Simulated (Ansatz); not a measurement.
Input and output of a single-point calculation on HfS2 (CdI2 type) (the plane-wave code Ansatz, r2SCAN). The cell was relaxed beforehand with r2SCAN+rVV10.

```yaml
crystal:
  lattice:
    - [3.6302934612, 0.0, 0.0]
    - [-1.8151467306, 3.1439263606, 0.0]
    - [0.0, 0.0, 5.8783536162]
  atoms:
    - { symbol: Hf, position: [0.0, 0.0, 0.0] }
    - { symbol: S, position: [0.3333333333, 0.6666666667, 0.2446282338] }
    - { symbol: S, position: [0.6666666667, 0.3333333333, 0.7553717662] }
kpoints:
  mp_grid: { grid: [12, 12, 4] }
  band_path:
    path:
      - [0.0, 0.0, 0.0]
      - [0.5, 0.0, 0.0]
      - [0.3333333333, 0.3333333333, 0.0]
      - [0.0, 0.0, 0.5]
      - [0.5, 0.0, 0.5]
      - [0.3333333333, 0.3333333333, 0.5]
      - [-0.083333, 0.002604, 0.002604]
      - [0.0, 0.5, 0.5]
      - [0.0, 0.25, 0.25]
    npoints: 1
hamiltonian:
  xc: r2scan
scf:
  occupations: { method: fixed }
  n_extra_bands: 4
output:
  forces: true
  stress: true
  eigenvalues: true
```

In the abridged output below, numbers in square brackets stand for lines, or ends of lines, that were taken out.
```
Functional definition: r2SCAN
Crystal: 3 atoms, lattice volume = 67.092 Å³
Basis set: ecut = 500 eV, 1737 PW (Γ)
Bands: 23, of which v1, the nominal top of the filled ones, is band 19 counted from 1 (18 counted from 0)
Symmetry: 12 space group operations
Space group: P-3m1 (ITA 164)
k-points: 69 of 576
SCF 1 converged in 8 iterations: F = -17550.096291 eV  dr2 = 4.01e-9
SCF converged after 8 iterations
Free energy (F): -17550.096291 eV
[1]
--- Forces (eV/Å), atoms counted from 1 ---
[2]
--- Stress (GPa, compression-positive) ---
[3]
--- Band table (eV; the first three rows and the last of 69) ---
[4]
```

The rows of the band table are 0: (0, 0, 0) = Γ, 1: (0, 0, 1/4), 2: (0, 0, -1/2) = A, 68: (1/3, 1/3, -1/2) = H.

Task: What stood in the gaps? They hold the forces, the Fermi energy and the band table, the stress.

Result:
```
[1]
Fermi energy:    8.832520 eV
[2]
  atom   1  Hf      0.00000      0.00000      0.00000
  atom   2  S       0.00000      0.00000    -0.03660
  atom   3  S       0.00000      0.00000      0.03660
[3]
        0.970186       0.000000       0.000000
        0.000000       0.970186       0.000000
        0.000000       0.000000       0.964840
  P = ⅓ Tr σ = 0.9684 GPa (9.684 kbar)
[4]
  k-point 0: bands = […, 3.9257, 5.8476, 5.8476, 8.6803, 8.6803, 8.8160, 11.0684, 11.0684, 11.7787, 14.5376]
  k-point 1: bands = […, 4.4003, 5.8681, 5.8681, 7.9415, 8.6118, 8.6118, 11.0463, 11.0463, 11.9907, 14.7474]
  k-point 2: bands = […, 5.1182, 5.8893, 5.8893, 6.9375, 8.5444, 8.5444, 11.0239, 11.0239, 12.0940, 14.9788]
  k-point 68: bands = […, 4.9587, 4.9587, 4.9840, 6.4991, 6.9091, 6.9091, 11.9169, 12.5118, 12.5118, 15.3643]
```
The trailing digits, and the zero of the energies, depend on the potentials and thresholds.

Command: `ansatz run input.yaml --threads 4 --pin off --max-ram 7372MiB --backend cpu --events-out ev --progress --plain --runs-dir out`.

Task: It took 2.7 s on 4 threads of Intel(R) Xeon(R) Platinum 8488C (Sapphire Rapids), on a shared host, load about 0.6 per core. What peak of host memory did it reach?

Result: About 0.64 GiB.

The values are computed, spin-unpolarised, and not measurements.

Spin-orbit coupling is left out, which matters wherever the heavy atoms make up the band edges.
